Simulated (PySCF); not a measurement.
A geometry optimisation, step by step.

Compound: C7H8.
Numbering: `[CH:1]1=[CH:2][C@@H:3]2[CH:4]=[CH:5][C@H:6]1[CH2:7]2` (hydrogens: H8 on C1; H9 on C2; H10 on C3; H11 on C4; H12 on C5; H13 on C6; H14, H15 on C7)

Method: CAM-B3LYP/def2-SV(P) geometry optimisation, gas phase in PySCF 2.14.0; density fitting, grid level 1; the optimiser is geomeTRIC in internal coordinates, started from a GFN2-xTB structure. The frame can shift and turn from step to step; on so coarse a grid that alone can change the energy by a few meV, and forces under 0.02 eV/Å are noise.

Step 0: E = -7377.0398 eV, largest atomic force 0.697 eV/Å
```
atom  x, y, z in Å  |  force x, y, z in eV/Å
C1      1.304    0.551   -0.496    0.146   0.166   0.235
C2      1.213   -0.768   -0.435    0.123  -0.157   0.243
C3     -0.098   -1.095    0.267    0.013   0.076  -0.091
C4     -1.193   -0.612   -0.673   -0.191  -0.143   0.217
C5     -1.102    0.707   -0.734   -0.162   0.178   0.194
C6      0.056    1.119    0.164    0.000  -0.082  -0.085
C7     -0.122    0.068    1.274   -0.007   0.003   0.067
H8      2.066    1.158   -0.947    0.528   0.295  -0.345
H9      1.882   -1.512   -0.822    0.476  -0.397  -0.312
H10    -0.201   -2.107    0.648   -0.041  -0.392   0.156
H11    -1.863   -1.270   -1.192   -0.455  -0.336  -0.405
H12    -1.678    1.400   -1.318   -0.404   0.355  -0.432
H13     0.095    2.167    0.449    0.017   0.405   0.121
H14    -1.068    0.158    1.808   -0.383   0.039   0.181
H15     0.705    0.044    1.984    0.342  -0.012   0.256
```

Step 1: E = -7377.1183 eV, largest atomic force 0.157 eV/Å
```
atom  x, y, z in Å  |  force x, y, z in eV/Å
C1      1.321    0.529   -0.463    0.060   0.027  -0.068
C2      1.228   -0.800   -0.401    0.056  -0.042  -0.063
C3     -0.110   -1.125    0.282   -0.016  -0.140   0.070
C4     -1.234   -0.639   -0.645   -0.046  -0.035  -0.076
C5     -1.140    0.690   -0.708   -0.044   0.036  -0.078
C6      0.046    1.099    0.178    0.004   0.145   0.056
C7     -0.134    0.044    1.300   -0.010   0.005   0.096
H8      2.108    1.128   -0.926   -0.031  -0.031   0.022
H9      1.921   -1.544   -0.802   -0.027   0.037   0.019
H10    -0.215   -2.148    0.670    0.002   0.036  -0.001
H11    -1.925   -1.292   -1.184    0.027   0.034   0.025
H12    -1.737    1.380   -1.309    0.023  -0.034   0.027
H13     0.087    2.158    0.469   -0.003  -0.036   0.003
H14    -1.093    0.136    1.835    0.014  -0.001  -0.015
H15     0.704    0.019    2.015   -0.011   0.000  -0.017
```

Step 2: E = -7377.1191 eV, largest atomic force under 0.02 eV/Å
```
atom  x, y, z in Å  |  force x, y, z in eV/Å
C1      1.321    0.528   -0.464    0.005  -0.013  -0.001
C2      1.227   -0.801   -0.403    0.006   0.014  -0.001
C3     -0.110   -1.127    0.283   -0.002  -0.002   0.010
C4     -1.233   -0.639   -0.648   -0.005   0.013  -0.004
C5     -1.139    0.691   -0.710   -0.005  -0.014  -0.001
C6      0.047    1.101    0.179    0.000   0.004   0.010
C7     -0.135    0.044    1.302    0.000   0.000   0.000
H8      2.108    1.126   -0.928    0.001  -0.003  -0.001
H9      1.919   -1.543   -0.804    0.001   0.002  -0.001
H10    -0.216   -2.148    0.673    0.000   0.006   0.000
H11    -1.923   -1.290   -1.186   -0.001   0.002  -0.001
H12    -1.735    1.379   -1.311   -0.001  -0.002  -0.001
H13     0.087    2.159    0.472    0.000  -0.006   0.001
H14    -1.094    0.137    1.837   -0.002   0.000  -0.005
H15     0.703    0.018    2.016    0.003  -0.001  -0.005
```

Step 3: E = -7377.1191 eV, largest atomic force under 0.02 eV/Å
```
atom  x, y, z in Å  |  force x, y, z in eV/Å
C1      1.321    0.528   -0.464   -0.004  -0.001   0.002
C2      1.227   -0.801   -0.402    0.000  -0.002   0.001
C3     -0.111   -1.127    0.283    0.000   0.000   0.001
C4     -1.233   -0.638   -0.648    0.004   0.001   0.002
C5     -1.139    0.691   -0.710    0.000   0.002   0.000
C6      0.047    1.101    0.180    0.000  -0.001   0.001
C7     -0.135    0.044    1.302    0.000   0.000  -0.002
H8      2.109    1.125   -0.927    0.001   0.000  -0.001
H9      1.919   -1.543   -0.803    0.001  -0.001  -0.001
H10    -0.218   -2.148    0.673    0.000  -0.001   0.001
H11    -1.924   -1.288   -1.187   -0.001   0.000  -0.001
H12    -1.735    1.380   -1.311   -0.001   0.001  -0.002
H13     0.088    2.158    0.473    0.000   0.001   0.001
H14    -1.094    0.137    1.836   -0.001   0.000  -0.002
H15     0.703    0.018    2.016    0.001  -0.001  -0.001
```

**Question.** Summarise the path.

**Answer.** The energy falls by 1.83 kcal/mol from step 0 to step 3; nine tenths of that is first reached at step 1. It falls at every step. The largest force goes from 0.697 to under 0.02 eV/Å. Among the bonds C1–H8 changes most (a near tie, within 0.001 Å, with another), from 1.073 to 1.091 Å; the atoms move by 0.031 Å rms after alignment.

The cost below is that of the whole optimisation. Time: 23 s wall; peak memory 0.59 GiB. Hardware: an Arm Neoverse V2 with one thread, shared host with 48 logical CPUs at a one-minute load of 37.
